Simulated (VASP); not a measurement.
## Input and output of a VASP r²SCAN single-point calculation on CdS (strained zincblende)

INCAR

```
LCHARG = .FALSE.
LREAL = .FALSE.
ISIF = 2
ALGO = Normal
IBRION = -1
PREC = Accurate
NSW = 0
NBANDS = 16
NELM = 120
SIGMA = 0.01
METAGGA = R2SCAN
ENCUT = 520
LWAVE = .FALSE.
ISMEAR = 0
EDIFF = 1E-7
LASPH = .TRUE.
```

KPOINTS

```
KPOINTS created by Atomic Simulation Environment
0
Gamma
8 8 8
0 0 0
```

KPOINTS_OPT

```
special points
6
Reciprocal
0.0000000000 0.0000000000 0.0000000000 1
-0.5000000000 -0.5000000000 0.0000000000 1
-0.3750000000 -0.3750000000 0.2500000000 1
-0.3750000000 0.0000000000 0.3750000000 1
0.0000000000 0.0000000000 0.5000000000 1
-0.5000000000 -0.2500000000 0.2500000000 1
```

POSCAR

```
Cd S
 1.0000000000000000
     0.0000000000000000    3.0273912883000000    3.0273912883000000
     3.0273912883000000    0.0000000000000000    3.0273912883000000
     3.0273912883000000    3.0273912883000000    0.0000000000000000
 Cd  S
   1   1
Cartesian
  0.0000000000000000  0.0000000000000000  0.0000000000000000
  1.5136956441500000  1.5136956441500000  1.5136956441500000
```

VASP ran with the recommended PBE PAW datasets (18 valence electrons in the cell).

Command

```
mpirun -np 1 vasp_std
```

From OUTCAR

```
k-points           NKPTS =     29   k-points in BZ     NKDIM =     29   number of bands    NBANDS=     16

   NELECT =      18.0000    total number of electrons

   dimension x,y,z NGX =    32 NGY =   32 NGZ =   32
   dimension x,y,z NGXF=    64 NGYF=   64 NGZF=   64

  energy-cutoff  :      520.00
  volume of cell :       55.49
      direct lattice vectors                 reciprocal lattice vectors
     0.000000000  3.027391288  3.027391288    -0.165158697  0.165158697  0.165158697
     3.027391288  0.000000000  3.027391288     0.165158697 -0.165158697  0.165158697
     3.027391288  3.027391288  0.000000000     0.165158697  0.165158697 -0.165158697

 k-points in reciprocal lattice and weights: KPOINTS created by Atomic Simulation Env
   0.00000000  0.00000000  0.00000000       0.002
   0.12500000  0.00000000  0.00000000       0.016
   0.25000000  0.00000000  0.00000000       0.016
   0.37500000  0.00000000  0.00000000       0.016
   0.50000000  0.00000000  0.00000000       0.008
   0.12500000  0.12500000  0.00000000       0.012
   0.25000000  0.12500000  0.00000000       0.047
   0.37500000  0.12500000  0.00000000       0.047
   ...

 E-fermi :   0.2175

 k-point     1 :       0.0000    0.0000    0.0000
  band No.  band energies     occupation
      1     -12.0763      2.00000
      2      -7.4826      2.00000
      3      -7.4826      2.00000
      4      -7.4826      2.00000
      5      -7.1166      2.00000
      6      -7.1166      2.00000
      7       0.1572      2.00000
      8       0.1572      2.00000
      9       0.1572      2.00000
     10       1.4825      0.00000
     11       7.2231      0.00000
     12       7.2231      0.00000
     13       7.2231      0.00000
     14      11.4312      0.00000
     15      11.9792      0.00000
     16      11.9792      0.00000

 k-point     2 :       0.1250    0.0000    0.0000
  band No.  band energies     occupation
      1     -12.0278      2.00000
      2      -7.4654      2.00000
      3      -7.4654      2.00000
      4      -7.4308      2.00000
      5      -7.1171      2.00000
      6      -7.1171      2.00000
      7      -0.7497      2.00000
      8       0.0583      2.00000
      9       0.0583      2.00000
     10       2.2656      0.00000
     11       6.8917      0.00000
     12       7.4006      0.00000
     13       7.4006      0.00000
     14      11.3770      0.00000
     15      11.3770      0.00000
     16      12.1057      0.00000

 k-point     3 :       0.2500    0.0000    0.0000
  band No.  band energies     occupation
      1     -11.9105      2.00000
      2      -7.4277      2.00000
      3      -7.4277      2.00000
      4      -7.2611      2.00000
      5      -7.1129      2.00000
      6      -7.1129      2.00000
      7      -2.0690      2.00000
      8      -0.1666      2.00000
      9      -0.1666      2.00000
     10       3.1070      0.00000
     11       6.7452      0.00000
     12       7.6659      0.00000
     13       7.6659      0.00000
     14      11.1474      0.00000
     15      11.1474      0.00000
     16      11.5551      0.00000

 k-point     4 :       0.3750    0.0000    0.0000
  band No.  band energies     occupation
      1     -11.7933      2.00000
      2      -7.3980      2.00000
      3      -7.3980      2.00000
      4      -7.0988      2.00000
      5      -7.0988      2.00000
      6      -6.9894      2.00000
      7      -3.1809      2.00000
      8      -0.3757      2.00000
      9      -0.3757      2.00000
     10       3.4014      0.00000
     11       7.2845      0.00000
     12       7.6645      0.00000
     13       7.6645      0.00000
     14      11.2042      0.00000
     15      11.9879      0.00000
     16      11.9879      0.00000

 k-point     5 :       0.5000    0.0000    0.0000
  band No.  band energies     occupation
      1     -11.7451      2.00000
      2      -7.3885      2.00000
      3      -7.3885      2.00000
      4      -7.0895      2.00000
      5      -7.0895      2.00000
      6      -6.8215      2.00000
      7      -3.6553      2.00000
      8      -0.4587      2.00000
      9      -0.4587      2.00000
     10       3.4293      0.00000
     11       7.6055      0.00000
     12       7.6055      0.00000
     13       7.6768      0.00000
     14      11.3112      0.00000
     15      13.0522      0.00000
     16      13.0522      0.00000

 k-point     6 :       0.1250    0.1250    0.0000
  band No.  band energies     occupation
      1     -12.0118      2.00000
      2      -7.4485      2.00000
      3      -7.4485      2.00000
      4      -7.4360      2.00000
      5      -7.1274      2.00000
      6      -7.1075      2.00000
      7      -0.7681      2.00000
      8      -0.1071      2.00000
      9      -0.1071      2.00000
     10       2.5323      0.00000
     11       6.5108      0.00000
     12       7.6228      0.00000
     13       7.6228      0.00000
     14      10.3425      0.00000
     15      12.0987      0.00000
     16      12.6312      0.00000

 k-point     7 :       0.2500    0.1250    0.0000
  band No.  band energies     occupation
      1     -11.9177      2.00000
      2      -7.4226      2.00000
      3      -7.4083      2.00000
      4      -7.3139      2.00000
      5      -7.1278      2.00000
      6      -7.0984      2.00000
      7      -1.7428      2.00000
      8      -0.3705      2.00000
      9      -0.3250      2.00000
     10       3.3414      0.00000
     11       6.1683      0.00000
     12       7.7914      0.00000
     13       8.0115      0.00000
     14       9.9283      0.00000
     15      11.9787      0.00000
     16      12.9043      0.00000

 k-point     8 :       0.3750    0.1250    0.0000
  band No.  band energies     occupation
      1     -11.8010      2.00000
      2      -7.3933      2.00000
      3      -7.3743      2.00000
      4      -7.1574      2.00000
      5      -7.0878      2.00000
      6      -7.0267      2.00000
      7      -2.8325      2.00000
      8      -0.6219      2.00000
      9      -0.5729      2.00000
     10       3.8444      0.00000
     11       6.4865      0.00000
     12       7.6097      0.00000
     13       8.1072      0.00000
     14      10.7006      0.00000
     15      12.4166      0.00000
     16      12.4956      0.00000

 k-point     9 :       0.5000    0.1250    0.0000
  band No.  band energies     occupation
      1     -11.7306      2.00000
      2      -7.3775      2.00000
      3      -7.3632      2.00000
      4      -7.1163      2.00000
      5      -7.0869      2.00000
      6      -6.8097      2.00000
      7      -3.5119      2.00000
      8      -0.8752      2.00000
      9      -0.6109      2.00000
     10       3.9535      0.00000
     11       6.7853      0.00000
     12       7.9205      0.00000
     13       7.9651      0.00000
     14      11.4966      0.00000
     15      12.7002      0.00000
     16      13.0859      0.00000

 k-point    10 :      -0.3750    0.1250    0.0000
  band No.  band energies     occupation
      1     -11.7464      2.00000
      2      -7.3763      2.00000
      3      -7.3737      2.00000
      4      -7.1052      2.00000
      5      -7.1044      2.00000
      6      -6.8631      2.00000
      7      -3.3588      2.00000
      8      -0.9546      2.00000
      9      -0.4673      2.00000
     10       3.9524      0.00000
     11       6.9195      0.00000
     12       7.6914      0.00000
     13       7.8804      0.00000
     14      11.6908      0.00000
     15      11.9964      0.00000
     16      13.1358      0.00000

 k-point    11 :      -0.2500    0.1250    0.0000
  band No.  band energies     occupation
      1     -11.8397      2.00000
      2      -7.4055      2.00000
      3      -7.3918      2.00000
      4      -7.1666      2.00000
      5      -7.1245      2.00000
      6      -7.0693      2.00000
      7      -2.4990      2.00000
      8      -0.7975      2.00000
      9      -0.2136      2.00000
     10       3.7322      0.00000
     11       6.6968      0.00000
     12       7.4424      0.00000
     13       7.8259      0.00000
     14      10.5875      0.00000
     15      11.9690      0.00000
     16      12.7137      0.00000

 k-point    12 :      -0.1250    0.1250    0.0000
  band No.  band energies     occupation
      1     -11.9565      2.00000
      2      -7.4458      2.00000
      3      -7.4272      2.00000
      4      -7.3494      2.00000
      5      -7.1263      2.00000
      6      -7.1051      2.00000
      7      -1.4589      2.00000
      8      -0.3924      2.00000
      9       0.0103      2.00000
     10       3.0005      0.00000
     11       6.5767      0.00000
     12       7.5696      0.00000
     13       7.6336      0.00000
     14      10.5579      0.00000
     15      11.3813      0.00000
     16      13.0375      0.00000

 ...

  Total       -1.4582567     -1.4582567     -1.4582567      0.0000000      0.0000000      0.0000000
  in kB      -42.1025974    -42.1025974    -42.1025974      0.0000000      0.0000000      0.0000000
  external PRESSURE =     -42.1025974 kB  Pullay stress =       0.0000000 kB

 POSITION                                       TOTAL-FORCE (eV/Angst)
 -----------------------------------------------------------------------------------
      0.00000      0.00000      0.00000        -0.000000     -0.000000      0.000000
      1.51370      1.51370      1.51370         0.000000      0.000000     -0.000000
 -----------------------------------------------------------------------------------
    total drift:                                0.000001      0.000001      0.000001

  FREE ENERGIE OF THE ION-ELECTRON SYSTEM (eV)
  ---------------------------------------------------
  free  energy   TOTEN  =       -29.6233480295 eV

  energy  without entropy=      -29.6233480295  energy(sigma->0) =      -29.62334803
```

| Quantity | Value |
| --- | --- |
| gap between bands v and c | 1.33 eV |
| least direct gap | 1.33 eV |
| pressure | -4.2 GPa |

Band v is the last that the valence electrons fill when counted band by band, and c is the next.

The run took about 62 s on one core of a shared host (Intel Xeon Platinum 8488C) and held 0.19 GiB at most.
